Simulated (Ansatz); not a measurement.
# HgS: the cost of one run

Program: Ansatz 0.2.0. Level of theory: DFT PBEsol, scalar-relativistic, plane waves, PAW. These are calculated values, not measurements.

1 further run of the same task is left out (set aside as unsound or not needed).

**1. Starting point**

The structure is cubic, space group F-43m (No. 216). Conventional cell: a = 6.447 Å, b = 6.447 Å, c = 6.447 Å, α = 90.00°, β = 90.00°, γ = 90.00°. Hg (site symmetry -43m) is surrounded by 4 Te at 2.79 Å. Around Te (site symmetry -43m) lie 4 Hg at 2.79 Å.

Structure file:

```
CELL_PARAMETERS angstrom
0.00000 3.22350 3.22350
3.22350 0.00000 3.22350
3.22350 3.22350 0.00000
ATOMIC_POSITIONS crystal
Hg 0.00000 0.00000 0.00000
Te 0.75000 0.75000 0.75000
```

The structure comes from the Crystallography Open Database.

**2. Substitution of an element, cell strained: Te → S, first probe**

The change: S takes all sites of Te, and lengths are scaled by 0.927 as a first guess of the size; strain xx, yy, zz, yz, xz, xy = +0.5, +0.5, +0.5, +0.0, +0.0, +0.0 %.

input.yaml reads:

```yaml
crystal:
  lattice:
    - [0.0, 3.0024040032, 3.0024040032]
    - [3.0024040032, 0.0, 3.0024040032]
    - [3.0024040032, 3.0024040032, 0.0]
  atoms:
    - { symbol: Hg, position: [0.0, 0.0, 0.0] }
    - { symbol: S, position: [0.75, 0.75, 0.75] }
basis:
  ecutwfc: 420
kpoints:
  mp_grid: { grid: [6, 6, 6] }
hamiltonian:
  xc: pbesol
scf:
  occupations: { method: gaussian, width: 0.1 }
output:
  forces: true
  stress: true
  eigenvalues: true
```

Run with:

```sh
$ ansatz run input.yaml --threads 1 --pin off --max-ram 1331MiB --backend cpu --events-out ev --progress --plain --runs-dir out
```

**Question.** How long does this run take on 1 thread of an x86-64 CPU, shared host, and how much memory does it need?

About 2.4 s, with a peak of 0.32 GiB.
